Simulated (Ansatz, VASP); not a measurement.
**Two plane-wave programs on Gd**

The input INCAR:

```
SYSTEM = Gd
PREC = Accurate
ENCUT = 520
EDIFF = 1E-7
ISMEAR = -1
SIGMA = 0.05
LREAL = .FALSE.
LASPH = .TRUE.
NELM = 150
ALGO = Normal
ISIF = 2
LWAVE = .FALSE.
LCHARG = .FALSE.
ISPIN = 2
MAGMOM = 7
LORBIT = 11
LMAXMIX = 6
GGA = PE
NBANDS = 19
```

Contents of KPOINTS:

```
regular mesh
0
G
  9 9 9
  0 0 0
```

The input POSCAR:

```
Gd
1.0
   -1.9836618701      1.9836618701      1.9836618701
    1.9836618701     -1.9836618701      1.9836618701
    1.9836618701      1.9836618701     -1.9836618701
Gd
1
Direct
    0.0000000000      0.0000000000      0.0000000000
```

Contents of input.yaml:

```yaml
crystal:
  lattice:
    - [-1.9836618701, 1.9836618701, 1.9836618701]
    - [1.9836618701, -1.9836618701, 1.9836618701]
    - [1.9836618701, 1.9836618701, -1.9836618701]
  atoms:
    - { symbol: Gd, position: [0.0, 0.0, 0.0], spin: 7.0 }
hamiltonian:
  xc: pbe
  pseudopotentials: { kind: paw }
magnetization:
  spin_polarized: true
kpoints:
  mp_grid: { grid: [9, 9, 9] }
scf:
  occupations: { method: fermi_dirac, width: 0.05 }
output:
  forces: true
  stress: true
  eigenvalues: true
```

Change from the starting cell: volume scaled by 0.94.

Alike in both runs: task single point; functional PBE; k mesh 9 × 9 × 9; occupations fermi-dirac, width 0.05 eV; collinear spin, ferromagnetic start.

|  | VASP | Ansatz |
| --- | --- | --- |
| version | VASP 6.6.1 | Ansatz 0.2.0 |
| potentials or method | VASP PAW PBE potentials, release 64 (Gd) | Ansatz PAW |
| plane-wave cutoff (eV) | 520 | 420 |
| valence electrons in the cell | 18 | 18 |

```tsv
	VASP	Ansatz	Ansatz less VASP
gap on the k mesh at the Fermi level (eV)	none	none	-
pressure (GPa)	2.2	2.2	+0.02
net moment per atom (μB)	7.58	7.57	-0.004
size of the moment on the site where the two differ most (μB)	7.00	7.31	+0.310
```

Site moments also hang on the region over which each program counts them. A gap of «none» marks a metal or a gap that the smearing closes.

Caveats: spin-orbit coupling is left out, which moves the levels of the heavy elements. The state reached can hang on the start; a lower one may exist.
